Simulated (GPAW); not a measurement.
# AlN (F-43m) in GPAW: a series of runs, part 2 of 2

GPAW 26.7.0. The steps go on from the part before.

## 3. Band structure, PBE

The input, run.py:

```python
from ase.dft.bandgap import bandgap
from ase.io import read, write
from gpaw import GPAW

atoms = read('AlN.xyz')

calc = GPAW(mode='fd',
            h=0.16,
            xc='PBE',
            kpts={'size': (10, 10, 10), 'gamma': True},
            occupations={'name': 'fermi-dirac', 'width': 0.05},
            nbands=11,
            convergence={'density': 1e-05, 'energy': 1e-05},
            maxiter=150,
            txt='gpaw.txt')
atoms.calc = calc
energy = atoms.get_potential_energy()
forces = atoms.get_forces()
calc.write('gs.gpw')
write('result.traj', atoms)
print(f'Energy: {energy:.6f} eV')
print('Forces (eV/A):')
print(forces.round(4))
print('Fermi level:', round(calc.get_fermi_level(), 4), 'eV')
print(f'Gap: {bandgap(calc)[0]:.4f} eV, direct: {bandgap(calc, direct=True)[0]:.4f} eV')

path = atoms.cell.bandpath('GXWKGLUWLK,UX', npoints=60, eps=1e-4)
bs_calc = calc.fixed_density(kpts=path, symmetry='off', nbands=19,
                             convergence={'bands': 'CBM+6.0', 'eigenstates': 1e-6}, txt='bands.txt')
bs = bs_calc.band_structure()
bs.write('bs.json')
print(f'Gap on the path: {bandgap(bs_calc)[0]:.4f} eV')
```

The input, AlN.xyz:

```xyz
2
Lattice="0.0000000000 2.1839935596 2.1839935596 2.1839935596 0.0000000000 2.1839935596 2.1839935596 2.1839935596 0.0000000000" Properties=species:S:1:pos:R:3 pbc="T T T"
Al     0.0000000000      0.0000000000      0.0000000000
N      1.0919967798      1.0919967798      1.0919967798
```

Potentials or basis: GPAW PAW data sets (gpaw-data 1.2.1), fd.

The run is started by

```
$ OMP_NUM_THREADS=1 python run.py
```

gpaw.txt:

```text
__  _  _
 | _ |_)|_||  |
 |__||  | ||/\| - 26.7.0

Input parameters:
  mode=FD(),
  convergence={'density': 1e-05, 'energy': 1e-05},
  h=0.16,
  kpts=MonkhorstPack(size=(10, 10, 10), gamma=True),
  maxiter=150,
  nbands=11,
  occupations=Occupations(name='fermi-dirac', width=0.05),
  xc=XC(name='PBE')

Diagonalizing LCAO Hamiltonian
Converting LCAO to fd mode

           N
       Al

Atoms  # Å, Bohr magnetons
|   | symbol |        x |        y |        z |    initial magnetic moments |
|---|--------|----------|----------|----------|-----------------------------|
| 0 |     Al | 0.000000 | 0.000000 | 0.000000 | ( 0.0000,  0.0000,  0.0000) |
| 1 |      N | 1.091997 | 1.091997 | 1.091997 | ( 0.0000,  0.0000,  0.0000) |

Unit cell  # Å
| periodic |        x |        y |        z |  lengths |    angles |
|----------|----------|----------|----------|----------|-----------|
|      yes | 0.000000 | 2.183994 | 2.183994 | 3.088633 | 60.000000 |
|      yes | 2.183994 | 0.000000 | 2.183994 | 3.088633 | 60.000000 |
|      yes | 2.183994 | 2.183994 | 0.000000 | 3.088633 | 60.000000 |

Number of symmetries: 24
Symmetry operations  # r_c * U_cc + t_c -> r_c
|    | kind |            matrix            |
|----|------|------------------------------|
|  0 |  E   |  1, 0, 0,  0, 1, 0,  0, 0, 1 |
|  1 |  σ   |  1, 0, 0,  0, 0, 1,  0, 1, 0 |
|  2 |  σ   |  1, 0,-1,  0, 1,-1,  0, 0,-1 |
|  3 |  C3  |  1, 0,-1,  0, 0,-1,  0, 1,-1 |
|  4 |  C3  |  1,-1, 0,  0,-1, 1,  0,-1, 0 |
|  5 |  σ   |  1,-1, 0,  0,-1, 0,  0,-1, 1 |
|  6 |  σ   |  0, 1, 0,  1, 0, 0,  0, 0, 1 |
|  7 |  C3  |  0, 1, 0,  0, 0, 1,  1, 0, 0 |
|  8 |  C2  |  0, 1,-1,  1, 0,-1,  0, 0,-1 |
|  9 |  S4  |  0, 1,-1,  0, 0,-1,  1, 0,-1 |
| 10 |  C3  |  0, 0, 1,  1, 0, 0,  0, 1, 0 |
| 11 |  σ   |  0, 0, 1,  0, 1, 0,  1, 0, 0 |
| 12 |  S4  |  0, 0,-1,  1, 0,-1,  0, 1,-1 |
| 13 |  C3  |  0, 0,-1,  0, 1,-1,  1, 0,-1 |
| 14 |  S4  |  0,-1, 1,  1,-1, 0,  0,-1, 0 |
| 15 |  C2  |  0,-1, 1,  0,-1, 0,  1,-1, 0 |
| 16 |  C3  |  0,-1, 0,  1,-1, 0,  0,-1, 1 |
| 17 |  S4  |  0,-1, 0,  0,-1, 1,  1,-1, 0 |
| 18 |  S4  | -1, 1, 0, -1, 0, 1, -1, 0, 0 |
| 19 |  C3  | -1, 1, 0, -1, 0, 0, -1, 0, 1 |
| 20 |  C3  | -1, 0, 1, -1, 1, 0, -1, 0, 0 |
| 21 |  S4  | -1, 0, 1, -1, 0, 0, -1, 1, 0 |
| 22 |  σ   | -1, 0, 0, -1, 1, 0, -1, 0, 1 |
| 23 |  C2  | -1, 0, 0, -1, 0, 1, -1, 1, 0 |

BZ-sampling:
  Number of BZ points: 1000
  Number of IBZ points: 47

  Monkhorst-Pack size: [10, 10, 10]
  Monkhorst-Pack shift: [0.05, 0.05, 0.05]

K-points  # in reciprocal-cell coordinates
|     |                                coordinates |     weight |
|-----|--------------------------------------------|------------|
|   0 | (  0.00000000,   0.00000000,   0.00000000) | 0.00100000 |
|   1 | (  0.10000000,   0.10000000,   0.00000000) | 0.00600000 |
|   2 | (  0.10000000,   0.10000000,   0.10000000) | 0.00800000 |
|   3 | (  0.20000000,   0.10000000,   0.10000000) | 0.01200000 |
|   4 | (  0.20000000,   0.20000000,   0.00000000) | 0.00600000 |
|   5 | (  0.20000000,   0.20000000,   0.10000000) | 0.02400000 |
|   6 | (  0.20000000,   0.20000000,   0.20000000) | 0.00800000 |
|   7 | (  0.30000000,   0.20000000,   0.10000000) | 0.02400000 |
|   8 | (  0.30000000,   0.20000000,   0.20000000) | 0.02400000 |
|   9 | (  0.30000000,   0.30000000,   0.00000000) | 0.00600000 |
| ... |                                            |            |
|  46 | (  0.50000000,   0.50000000,   0.50000000) | 0.00400000 |

Uniform wave function grid shape: (np.int64(16), np.int64(16), np.int64(16))
Spin-components: 1 (collinear spins)
Bands:           11
Projectors:      10
Spin-degeneracy: 2
Datatype:        complex128

Density:
  Valence electrons: 8.0
  Components: 1
  Grid points: [16 16 16]
  Charge: 0.0  # |e|

Potential:
  Grid points: [16 16 16]

species:
  Al:
    name:    Aluminium
    Z:       13.0
    valence: 3
    core:    10
    charge:  0.0  # [|e|]
    compensation charges:
      type: gauss
      rc: 0.34  # [Å]
      lmax: 2
    cutoffs:
      filter: 1.91  # [Å]
      core: 2.36  # [Å]
    projectors
    | kind |    occ | energy [eV] | rcut [Å] |
    |------|--------|-------------|----------|
    |   3s |  2.000 |      -7.753 |    1.085 |
    |   3p |  1.000 |      -2.712 |    1.085 |
    |    s |        |      19.459 |    1.085 |
    |    p |        |      24.499 |    1.085 |
    |    d |        |       0.000 |    1.085 |

    Using partial waves for Al as LCAO basis

  N:
    name:    Nitrogen
    Z:       7.0
    valence: 5
    core:    2
    charge:  0.0  # [|e|]
    compensation charges:
      type: gauss
      rc: 0.18  # [Å]
      lmax: 2
    cutoffs:
      filter: 1.11  # [Å]
      core: 0.96  # [Å]
    projectors
    | kind |    occ | energy [eV] | rcut [Å] |
    |------|--------|-------------|----------|
    |   2s |  2.000 |     -18.583 |    0.603 |
    |   2p |  3.000 |      -7.089 |    0.529 |
    |    s |        |       8.629 |    0.603 |
    |    p |        |      20.123 |    0.529 |
    |    d |        |       0.000 |    0.577 |

    Using partial waves for N as LCAO basis

Reference energy: -8085.144769  # eV

eigensolver:
  PPCG
  Converge bands: occupied
  niter=2

density mixing:
  MSR1-Mixer
  Pratt-step length: 0.05
  Maximum mixing coefficient: 0.75
  Old densities: 10
  SVD Regularization: 0.005
  Good broyden scale: 1.0
  Trust region scale: 1.0
  Backstep threshold: 4.0
  History deletion threshold: 6.0
  Fourier metric: weight=20.0, sigma=0.015

occupation numbers:
  Fermi-Dirac:
    width: 0.0500  # eV

FastPoissonSolver using
    Stencil: 12*3+1=37 point O(h^6) finite-difference Laplacian
    FFT axes: [np.int64(0), np.int64(1), np.int64(2)]
    FST axes: []

xc functional:
  name: PBE with 2 nearest neighbor stencil
interpolation: tri-quintic # 5. degree polynomial

convergence criteria:
- Maximum integral of absolute [dens]ity change: 1e-05 electrons / valence electron
- Maximum [total energy] change in last 3 cyles: 1e-05 eV / valence electron
- Maximum integral of absolute [eigenst]ate change: 4e-08 eV^2 / valence electron
maximum number of iterations: 150

SCF iterations
|iter     | |      energy | eigst |  dens |
|---------|-|-------------|-------|-------|
|iter:   1| |  -16.930250 | +0.63 |       |
|iter:   2| |  -16.394938 | -0.89 | -0.55 |
|iter:   3| |  -14.833954 | -0.14 | -0.60 |
|iter:   4| |  -14.850399 | -1.73 | -1.24 |
|iter:   5| |  -14.858178 | -2.32 | -1.53 |
|iter:   6| |  -14.858255 | -3.87 | -2.77 |
|iter:   7| |  -14.858272 | -4.91 | -3.18 |
|iter:   8| |  -14.858272c| -6.12 | -4.15 |
|iter:   9| |  -14.858272c| -7.17 | -4.86 |
|iter:  10| |  -14.858272c| -7.63c| -5.51c|

Converged in 10 steps
Energy contributions relative to reference atoms: (reference = -8085.144769)

Energy contributions:
  Kinetic:          18.724075
  Coulomb:         -16.717167
  Zero:              0.496362
  External:          0.000000
  Xc:              -17.361542
  Entropy:          -0.000000
  Spinorbit:         0.000000
  ----------------------------
  Free energy:     -14.858272
  Extrapolated:    -14.858272

dipole moment: (-8.604585, -8.604585, -8.604585)  # |e|*Ang

Fermi level: 6.959
Eigenvalues  # (at kpt = [0.000, 0.000, 0.000])
| band index |      eig [eV] | occ [0-2] |
|------------|---------------|-----------|
|          0 |        -8.985 |     2.000 |
|          1 |         5.969 |     2.000 |
|          2 |         5.969 |     2.000 |
|          3 |         5.979 |     2.000 |
|          4 |        10.201 |     0.000 |
|          5 |        18.544 |     0.000 |
|          6 |        18.544 |     0.000 |
|          7 |        18.544 |     0.000 |
|          8 |        25.058 |     0.000 |
|          9 |        25.092 |     0.000 |
|         10 |        25.122 |     0.000 |

Gap: 3.309 eV
Transition (v -> c):
  (s=0, k=0, n=3, [0.00, 0.00, 0.00]) -> (s=0, k=41, n=4, [0.50, 0.50, 0.00])
Direct/indirect transitions are different
Direct gap: 4.222 eV
Transition at: (s=0, k=0, n=3, [0.00, 0.00, 0.00])

Forces  # eV/Ang
|        x |        y |        z |
|----------|----------|----------|
| -0.00000 |  0.00000 |  0.00000 |  # Al   0
|  0.00000 | -0.00000 | -0.00000 |  # N    1

# Writing to gs.gpw (mode='')
```

It took 50 s on 1 thread of Intel Xeon 6975P-C (Granite Rapids), shared host; peak memory 0.33 GiB.

What came out:

```yaml
Free_energy: -14.8583 eV
Band_gap_on_the_k_mesh: 3.31 eV, indirect (least direct gap 4.22 eV)
Band_gap_along_the_path: 3.31 eV, indirect (least direct gap 4.22 eV)
```

Levels at the corners of the path, in eV from the valence-band top:
```
point  band 1  band 2  band 3  band 4  band 5  band 6
    Γ  -14.96   -0.01   -0.01    0.00    4.22   12.56
    X  -12.27   -4.90   -1.78   -1.78    3.31    8.61
    W  -12.21   -3.78   -3.45   -2.70    6.03   11.42
    K  -12.29   -4.26   -3.64   -1.38    5.16   10.10
    Γ  -14.96   -0.01   -0.01    0.00    4.22   12.56
    L  -12.91   -5.86   -0.49   -0.49    7.39    9.86
    U  -12.29   -4.26   -3.64   -1.38    5.16   10.10
    W  -12.21   -3.78   -3.45   -2.70    6.03   11.42
    L  -12.91   -5.86   -0.49   -0.49    7.39    9.86
    K  -12.29   -4.26   -3.64   -1.38    5.16   10.10
    U  -12.29   -4.26   -3.64   -1.38    5.16   10.10
    X  -12.27   -4.90   -1.78   -1.78    3.31    8.61
```

Caveat: the real-space grid adds noise to forces.

## 4. Equation of state, LDA

The input, run.py:

```python
from ase.eos import EquationOfState
from ase.io import Trajectory, read
from ase.units import GPa
from gpaw import GPAW, PW

atoms = read('AlN.cif')

traj = Trajectory('eos.traj', 'w')
volumes, energies = [], []
for x in [0.94, 0.96, 0.98, 1.0, 1.02, 1.04, 1.06]:
    a = atoms.copy()
    a.set_cell(atoms.cell * x**(1 / 3), scale_atoms=True)
    calc = GPAW(mode=PW(800),
                xc='LDA',
                kpts={'size': (10, 10, 10), 'gamma': True},
                occupations={'name': 'fermi-dirac', 'width': 0.05},
                nbands=11,
                convergence={'density': 1e-05, 'energy': 1e-05},
                maxiter=150,
                txt=f'eos-{x:.2f}.txt')
    a.calc = calc
    energies.append(a.get_potential_energy(force_consistent=True))
    volumes.append(a.get_volume())
    p = -a.get_stress()[:3].mean() / GPa
    calc.write(f'eos-{x:.2f}.gpw')
    traj.write(a)
    print(f'{x:.2f} {volumes[-1]:10.4f} A^3 {energies[-1]:14.6f} eV {p:9.3f} GPa', flush=True)

v0, e0, B = EquationOfState(volumes, energies, eos='birchmurnaghan').fit()
print(f'V0 = {v0:.4f} A^3, E0 = {e0:.6f} eV, B0 = {B / GPa:.2f} GPa')
```

The input, AlN.cif:

```cif
data_AlN
_cell_length_a 3.08863331
_cell_length_b 3.08863331
_cell_length_c 3.08863331
_cell_angle_alpha 60.00000000
_cell_angle_beta 60.00000000
_cell_angle_gamma 60.00000000
_space_group_name_H-M_alt 'P1'
_space_group_name_Hall 'P 1'
_space_group_IT_number 1
loop_
_space_group_symop_operation_xyz
'x,y,z'
loop_
_atom_site_label
_atom_site_type_symbol
_atom_site_symmetry_multiplicity
_atom_site_Wyckoff_symbol
_atom_site_fract_x
_atom_site_fract_y
_atom_site_fract_z
_atom_site_occupancy
Al1 Al 1 a 0.0000000000 0.0000000000 0.0000000000 1
N1 N 1 a 0.2500000000 0.2500000000 0.2500000000 1
```

Potentials or basis: the program's PAW data sets (release 1.2.1) made for this functional, pw.

The run is started by

```
$ OMP_NUM_THREADS=1 python run.py
```

Wall time 54 s (1 thread of Intel Xeon 6975P-C (Granite Rapids), shared host); peak memory 0.23 GiB.

It converged, with:

| Quantity | Value |
| --- | --- |
| Equilibrium volume | 10.31 Å³/atom |
| Bulk modulus | 212 GPa |
| Pressure derivative of the bulk modulus | 4.0 (rough: it moves with the points fitted) |

Energy against volume, from the lowest point:
| volume (Å³/atom) | energy (meV/atom) |
| --- | --- |
| 9.792 | 18.01 |
| 10.001 | 5.79 |
| 10.209 | 0.00 |
| 10.417 | 0.03 |
| 10.626 | 5.44 |
| 10.834 | 15.58 |
| 11.042 | 29.99 |

## 5. Equation of state, LDA

run.py: that of step 4 with these lines changed.

```diff
@@ -3,5 +3,7 @@
 from ase.units import GPa
-from gpaw import GPAW, PW
+from gpaw import GPAW, PW, setup_paths
 
-atoms = read('AlN.cif')
+setup_paths.insert(0, '.')
+
+atoms = read('AlN.xyz')
 
@@ -16,3 +18,4 @@
                 occupations={'name': 'fermi-dirac', 'width': 0.05},
-                nbands=11,
+                setups={'Al': 'jth', 'N': 'jth'},
+                nbands=-7,
                 convergence={'density': 1e-05, 'energy': 1e-05},
```

AlN.xyz is that of step 3.

Potentials or basis: JTH PAW 2.0, LDA, pw.

The run is started by

```
$ OMP_NUM_THREADS=1 python run.py
```

Run time: 47 s. Hardware: 1 thread of Intel Xeon 6975P-C (Granite Rapids), shared host; peak memory 0.21 GiB.

It converged, with:

- Equilibrium volume: 10.21 Å³/atom
- Bulk modulus: 212 GPa
- Pressure derivative of the bulk modulus: 3.9 (rough: it moves with the points fitted)

Energy against volume, from the lowest point:
```tsv
volume (Å³/atom)	energy (meV/atom)
9.792	12.03
10.001	3.12
10.209	0.00
10.417	2.72
10.626	10.74
10.834	23.09
11.042	39.66
```

Caveat: the program truncates these outside data sets.

## 6. Summary

| task | level | potentials or basis | cutoff (eV) | band path | band points | data set | grid spacing | V0 of scaled cells (Å³/atom) | B0 (GPa) |
| --- | --- | --- | --- | --- | --- | --- | --- | --- | --- |
| equation of state | r2SCAN | GPAW PAW data sets (gpaw-data 1.2.1), pw | 800 | - | - | - | - | - | - |
| band structure | PBE | GPAW PAW data sets (gpaw-data 1.2.1), fd | - | GXWKGLUWLK,UX | 60 | - | 0.16 Å | - | - |
| equation of state | LDA | the program's PAW data sets (release 1.2.1) made for this functional, pw | 800 | - | - | - | - | 10.31 | 212 |
| equation of state | LDA | JTH PAW 2.0, LDA, pw | 800 | - | - | Al jth, N jth | - | 10.21 | 212 |

Alike in all rows: no spin polarisation; cell as given; k mesh 10 × 10 × 10; smearing fermi-dirac 0.05 eV.

Caveats: the points scatter about the fit (some runs); the PAW data sets were made with another functional, which shifts forces and pressure a little (some runs); the real-space grid adds noise to forces (some runs); the program truncates these outside data sets (some runs).

Total energies depend on the potentials used, so only differences within one code and one set of settings carry meaning.
